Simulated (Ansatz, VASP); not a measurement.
# CdInCl3 in two plane-wave programs, part 2 of 3

Wanted: the spread between two codes on one cell, functional and k mesh. The cell is generated by rule, not measured, and may not be a known phase. The cell is taken from a series of runs on this material, whose earlier steps may have relaxed, scaled, displaced or heated it; both programs get it as it stands.

VASP 6.6.1 and Ansatz 0.2.0.

So far: Starting point; Ansatz: zone-centre phonons, PBEsol.

## Step 3: VASP: zone-centre phonons, PBEsol

Level of this step: PBEsol; plane waves and PAW (In_d, Cd, Cl); invented cell (VASP).

The same cell, functional and mesh now go to VASP, with its own data sets.

Lines of VASP's logs that name or quote its potential files are left out, and so is its time.

The input, INCAR:

```
SYSTEM = CdInCl3
PREC = Accurate
ENCUT = 500
EDIFF = 1E-08
NELM = 120
ISMEAR = 0
SIGMA = 0.01
LREAL = .FALSE.
ALGO = Normal
GGA = PS
NBANDS = 57
LORBIT = 11
LWAVE = .FALSE.
LCHARG = .FALSE.
ISIF = 2
IBRION = 8
LEPSILON = .TRUE.
LASPH = .TRUE.
GGA_COMPAT = .FALSE.
EFERMI = MIDGAP
KPAR = 2
```

The input, POSCAR:

```
CdInCl3
1.0
    7.0485473242      0.0000000000      0.0000000000
    0.0000000000      7.0485473242      0.0000000000
    0.0000000000      0.0000000000      5.2632679423
In Cd Cl
2 2 6
Direct
    0.0000000000      0.5000000000      0.0000000000
    0.5000000000      0.0000000000      0.0000000000
    0.0000000000      0.0000000000      0.5000000000
    0.5000000000      0.5000000000      0.5000000000
    0.1825648293      0.6825648293      0.5000000000
    0.8174351707      0.3174351707      0.5000000000
    0.6825648293      0.8174351707      0.5000000000
    0.3174351707      0.1825648293      0.5000000000
    0.0000000000      0.0000000000      0.0000000000
    0.5000000000      0.5000000000      0.0000000000
```

The input, KPOINTS:

```
Automatic mesh
0
Gamma
4 4 4
0 0 0
```

The projector-augmented-wave data sets are In_d, Cd and Cl (PBE family, release 64).

Started as:

```bash
> mpirun -np 2 vasp_std
```

The program printed:

```text
[banner, memory and clock lines left out]
running    2 mpi-ranks, on    1 nodes
 distrk:  each k-point on    1 cores,    2 groups
 distr:  one band on    1 cores,    1 groups

 POSCAR found type information on POSCAR InCdCl
 POSCAR found :  3 types and      10 ions
|                                                                             |
|               ----> ADVICE to this user running VASP <----                  |
|                                                                             |
|     You enforced a specific xc type in the INCAR file but a different       |
|     [... a line on the potential file left out ...]
|     I HOPE YOU KNOW WHAT YOU ARE DOING!                                     |
|                                                                             |

 LDA part: xc-table for (Slater+PW92), standard interpolation
 POSCAR, INCAR and KPOINTS ok, starting setup
 FFT: planning ... GRIDC
 FFT: planning ... GRID_SOFT
 FFT: planning ... GRID
 WAVECAR not read
 entering main loop
       N       E                     dE             d eps       ncg     rms          rms(c)
DAV:   1     0.942130048502E+03    0.94213E+03   -0.40134E+04  2052   0.160E+03
DAV:   2     0.126198488989E+03   -0.81593E+03   -0.78197E+03  2132   0.423E+02
DAV:   3    -0.201439918394E+02   -0.14634E+03   -0.14072E+03  2464   0.173E+02
DAV:   4    -0.307228765916E+02   -0.10579E+02   -0.10449E+02  2400   0.477E+01
DAV:   5    -0.312261249210E+02   -0.50325E+00   -0.50248E+00  2704   0.116E+01    0.132E+01
DAV:   6    -0.295933970278E+02    0.16327E+01   -0.30185E+00  2637   0.136E+01    0.103E+01
DAV:   7    -0.294818467100E+02    0.11155E+00   -0.18012E+00  2631   0.563E+00    0.484E+00
DAV:   8    -0.294778232600E+02    0.40235E-02   -0.42174E-01  2450   0.451E+00    0.136E+00
DAV:   9    -0.294686306108E+02    0.91926E-02   -0.91302E-02  2446   0.265E+00    0.727E-01
DAV:  10    -0.294684001219E+02    0.23049E-03   -0.89778E-03  2803   0.580E-01    0.279E-01
DAV:  11    -0.294680224791E+02    0.37764E-03   -0.39310E-03  2629   0.394E-01    0.128E-01
DAV:  12    -0.294680402074E+02   -0.17728E-04   -0.59977E-04  2404   0.132E-01    0.796E-02
DAV:  13    -0.294680367763E+02    0.34312E-05   -0.31678E-05  2759   0.328E-02    0.716E-02
DAV:  14    -0.294680059971E+02    0.30779E-04   -0.62825E-05  2581   0.452E-02    0.244E-02
DAV:  15    -0.294680025836E+02    0.34135E-05   -0.31662E-05  2790   0.302E-02    0.687E-03
DAV:  16    -0.294680027986E+02   -0.21500E-06   -0.24991E-06  2396   0.812E-03    0.925E-03
DAV:  17    -0.294680027778E+02    0.20811E-07   -0.93355E-08  2301   0.132E-03    0.837E-03
DAV:  18    -0.294680027538E+02    0.24036E-07   -0.71186E-09  1410   0.548E-04    0.794E-03
DAV:  19    -0.294680022887E+02    0.46506E-06   -0.40554E-07  2468   0.480E-03    0.687E-03
DAV:  20    -0.294680022983E+02   -0.95970E-08   -0.27659E-08  1801   0.138E-03
   1 F= -.29468002E+02 E0= -.29468002E+02  d E =0.000000E+00
 Linear response reoptimize wavefunctions to high precision
DAV:   1    -0.294680023781E+02   -0.79788E-07   -0.33312E-08  2226   0.130E-03
DAV:   2    -0.294680023783E+02   -0.23283E-09   -0.17013E-09  1253   0.236E-04
DAV:   3    -0.294680023782E+02    0.11096E-09   -0.27361E-10  1236   0.109E-04
 Linear response G [H, r] |phi>, progress :
  Direction:   1
       N       E                     dE             d eps       ncg     rms
RMM:   1    -0.349665843646E+03   -0.34967E+03    0.90978E+01  3901   0.105E+02
RMM:   2    -0.347000274080E+03    0.26656E+01   -0.37257E+01  3431   0.274E+01
RMM:   3    -0.347787011622E+03   -0.78674E+00   -0.30162E+00  3699   0.861E+00
RMM:   4    -0.347854441060E+03   -0.67429E-01   -0.38821E-01  3634   0.270E+00
RMM:   5    -0.347859199557E+03   -0.47585E-02   -0.58896E-02  3751   0.973E-01
RMM:   6    -0.347859893489E+03   -0.69393E-03   -0.70740E-03  3736   0.380E-01
RMM:   7    -0.347859947742E+03   -0.54253E-04   -0.32312E-05  4010   0.179E-01
RMM:   8    -0.347860030298E+03   -0.82556E-04    0.13357E-03  4038   0.755E-02
RMM:   9    -0.347859984232E+03    0.46066E-04    0.28562E-03  4214   0.433E-02
RMM:  10    -0.347860056069E+03   -0.71837E-04    0.35051E-04  4136   0.227E-02
RMM:  11    -0.347859970211E+03    0.85859E-04    0.36001E-03  4129   0.178E-02
RMM:  12    -0.347860023174E+03   -0.52963E-04    0.67551E-04  4153   0.153E-02
RMM:  13    -0.347860076322E+03   -0.53148E-04    0.18843E-03  4173   0.146E-02
RMM:  14    -0.347860095004E+03   -0.18682E-04    0.17147E-03  4243   0.143E-02
RMM:  15    -0.347860066254E+03    0.28751E-04    0.22212E-03  4279   0.142E-02
 Linear response G [H, r] |phi>, progress :
  Direction:   2
       N       E                     dE             d eps       ncg     rms
RMM:   1    -0.345529047564E+03   -0.34553E+03    0.12467E+02  3925   0.106E+02
RMM:   2    -0.341052103956E+03    0.44769E+01   -0.37421E+01  3476   0.272E+01
[...]
RMM:   5    -0.436567800355E+00    0.80951E-04   -0.84938E-06  3573   0.114E-02    0.536E-03
RMM:   6    -0.436579942391E+00   -0.12142E-04   -0.99552E-07  3535   0.416E-03    0.151E-03
RMM:   7    -0.436597687264E+00   -0.17745E-04   -0.21351E-07  3518   0.160E-03    0.563E-04
RMM:   8    -0.436596214296E+00    0.14730E-05   -0.49297E-08  3534   0.658E-04    0.110E-04
[...]
RMM:   8    -0.200144795158E+00   -0.22654E-05   -0.22570E-07  5071   0.105E-03    0.189E-04
RMM:   9    -0.200143450765E+00    0.13444E-05   -0.25608E-07  5110   0.559E-04    0.624E-05
RMM:  10    -0.200144282924E+00   -0.83216E-06   -0.24519E-07  5372   0.348E-04    0.256E-05
RMM:  11    -0.200144111001E+00    0.17192E-06   -0.90322E-08  5476   0.284E-04    0.791E-06
RMM:  12    -0.200144102567E+00    0.84343E-08   -0.33325E-07  5682   0.259E-04    0.291E-06
RMM:  13    -0.200144096058E+00    0.65091E-08   -0.26073E-07  5664   0.251E-04    0.180E-06
RMM:  14    -0.200144097783E+00   -0.17255E-08   -0.32368E-07  5514   0.246E-04    0.646E-07
RMM:  15    -0.200144099455E+00   -0.16722E-08   -0.37669E-07  5334   0.244E-04    0.436E-07
RMM:  16    -0.200144100268E+00   -0.81216E-09   -0.37675E-07  5191   0.242E-04    0.453E-07
RMM:  17    -0.200144100288E+00   -0.20628E-10   -0.41649E-07  5150   0.241E-04    0.393E-07
RMM:  18    -0.200144100619E+00   -0.33057E-09   -0.37963E-07  5162   0.241E-04    0.308E-07
RMM:  19    -0.200144099837E+00    0.78124E-09   -0.41696E-07  5183   0.241E-04    0.232E-07
RMM:  20    -0.200144099868E+00   -0.30700E-10   -0.38201E-07  5205   0.241E-04    0.204E-07
RMM:  21    -0.200144099842E+00    0.25816E-10   -0.40848E-07  5239   0.240E-04    0.147E-07
RMM:  22    -0.200144100086E+00   -0.24333E-09   -0.38579E-07  5273   0.240E-04    0.112E-07
RMM:  23    -0.200144100082E+00    0.34276E-11   -0.39741E-07  5306   0.240E-04    0.785E-08
 first order change of Fermi-energy   0.29854E-04
 force on displaced ion       5 direction 3 :  -0.002  -0.002  -0.946
 Born effective charge ion    5 direction 3 :  -0.000  -0.000  -1.536
 Linear response progress:
  Degree of freedom:   7/  8
       N       E                     dE             d eps       ncg     rms          rms(c)
RMM:   1    -0.205003698630E+00   -0.20500E+00    0.10106E-02  6926   0.119E+00
RMM:   2    -0.203978543443E+00    0.10252E-02   -0.53143E-03  5733   0.277E-01    0.484E-02
RMM:   3    -0.204160312093E+00   -0.18177E-03   -0.63521E-04  6014   0.961E-02    0.222E-02
RMM:   4    -0.204370456968E+00   -0.21014E-03   -0.95225E-05  5916   0.379E-02    0.139E-02
RMM:   5    -0.204510381024E+00   -0.13992E-03   -0.21711E-05  5942   0.154E-02    0.629E-03
RMM:   6    -0.204475979532E+00    0.34401E-04   -0.24742E-06  6103   0.564E-03    0.164E-03
RMM:   7    -0.204490241367E+00   -0.14262E-04   -0.39507E-07  6085   0.196E-03    0.652E-04
RMM:   8    -0.204489826172E+00    0.41519E-06   -0.66289E-08  6386   0.822E-04    0.158E-04
RMM:   9    -0.204488453806E+00    0.13724E-05   -0.19168E-08  6464   0.455E-04    0.634E-05
RMM:  10    -0.204488857188E+00   -0.40338E-06   -0.16146E-08  6692   0.316E-04    0.255E-05
RMM:  11    -0.204488718831E+00    0.13836E-06   -0.26579E-07  6759   0.274E-04    0.536E-06
RMM:  12    -0.204488691465E+00    0.27366E-07   -0.21384E-07  7063   0.259E-04    0.248E-06
RMM:  13    -0.204488711781E+00   -0.20316E-07   -0.18242E-07  6733   0.252E-04    0.152E-06
RMM:  14    -0.204488711179E+00    0.60209E-09   -0.11921E-07  6371   0.249E-04    0.860E-07
RMM:  15    -0.204488710117E+00    0.10620E-08   -0.15862E-07  6135   0.248E-04    0.392E-07
RMM:  16    -0.204488707232E+00    0.28843E-08   -0.20803E-07  6028   0.247E-04    0.329E-07
RMM:  17    -0.204488707320E+00   -0.87120E-10   -0.23623E-07  5946   0.247E-04    0.276E-07
RMM:  18    -0.204488706881E+00    0.43884E-09   -0.24540E-07  5969   0.246E-04    0.140E-07
RMM:  19    -0.204488706818E+00    0.62604E-10   -0.25476E-07  6021   0.246E-04    0.114E-07
RMM:  20    -0.204488706893E+00   -0.75145E-10   -0.25437E-07  5996   0.246E-04    0.115E-07
RMM:  21    -0.204488706987E+00   -0.93885E-10   -0.26472E-07  6017   0.246E-04    0.136E-07
RMM:  22    -0.204488706994E+00   -0.68062E-11   -0.26022E-07  6037   0.245E-04    0.129E-07
 first order change of Fermi-energy   0.86184E-05
 force on displaced ion       9 direction 1 :  -0.320   0.002   0.000
 Born effective charge ion    9 direction 1 :  -1.356  -0.035   0.000
 Linear response progress:
  Degree of freedom:   8/  8
       N       E                     dE             d eps       ncg     rms          rms(c)
RMM:   1    -0.200242872696E+00   -0.20024E+00    0.40485E-02  4046   0.124E+00
RMM:   2    -0.199405530549E+00    0.83734E-03   -0.48003E-03  3334   0.238E-01    0.140E-01
RMM:   3    -0.199782179648E+00   -0.37665E-03   -0.71097E-04  3505   0.102E-01    0.628E-02
RMM:   4    -0.200150722914E+00   -0.36854E-03   -0.23104E-04  3450   0.458E-02    0.119E-02
RMM:   5    -0.200097591284E+00    0.53132E-04   -0.16673E-05  3682   0.159E-02    0.356E-03
RMM:   6    -0.200096625120E+00    0.96616E-06   -0.19320E-06  3733   0.490E-03    0.212E-03
RMM:   7    -0.200112482220E+00   -0.15857E-04   -0.57477E-07  3602   0.188E-03    0.609E-04
RMM:   8    -0.200112007801E+00    0.47442E-06   -0.25343E-07  3879   0.750E-04    0.141E-04
RMM:   9    -0.200110617761E+00    0.13900E-05   -0.19947E-07  3810   0.443E-04    0.615E-05
RMM:  10    -0.200110867262E+00   -0.24950E-06   -0.23056E-07  4092   0.351E-04    0.892E-06
RMM:  11    -0.200110883799E+00   -0.16537E-07   -0.32623E-07  4131   0.322E-04    0.434E-06
RMM:  12    -0.200110895165E+00   -0.11366E-07   -0.27602E-07  4086   0.309E-04    0.163E-06
RMM:  13    -0.200110896007E+00   -0.84128E-09   -0.27556E-07  3837   0.304E-04    0.868E-07
RMM:  14    -0.200110897370E+00   -0.13637E-08   -0.33450E-07  3660   0.302E-04    0.491E-07
[...]
RMM:  20    -0.200110897544E+00   -0.95273E-10   -0.47485E-07  3542   0.298E-04    0.138E-07
RMM:  21    -0.200110897923E+00   -0.37811E-09   -0.42024E-07  3513   0.298E-04    0.185E-07
RMM:  22    -0.200110897866E+00    0.56199E-10   -0.46162E-07  3531   0.298E-04    0.127E-07
RMM:  23    -0.200110897788E+00    0.78035E-10   -0.44299E-07  3547   0.298E-04    0.151E-07
RMM:  24    -0.200110897769E+00    0.19139E-10   -0.44100E-07  3560   0.298E-04    0.114E-07
RMM:  25    -0.200110897772E+00   -0.28009E-11   -0.45645E-07  3565   0.298E-04    0.121E-07
RMM:  26    -0.200110897609E+00    0.16263E-09   -0.47724E-07  3587   0.298E-04    0.109E-07
RMM:  27    -0.200110897706E+00   -0.97043E-10   -0.48237E-07  3591   0.298E-04    0.124E-07
 first order change of Fermi-energy  -0.10476E-03
 force on displaced ion       9 direction 3 :   0.000   0.000  -5.762
 Born effective charge ion    9 direction 3 :   0.000   0.000  -2.157
 Born effective charges drift removed
 Linear response finished
```

(Continued in part 3 of 3.)

[Lines on the potential files, build, host, timing and source positions are cut from VASP's logs without a mark.]

[Logs are printed without paths, hosts, clocks, repeated set-up lines and the standing remarks that a program may print on its own settings, such as how far it seeks lower states.]

[Hosts, paths, dates, database ids (printed as entryN), source tags and the programs' standing remarks are cut or masked in the printed files.]
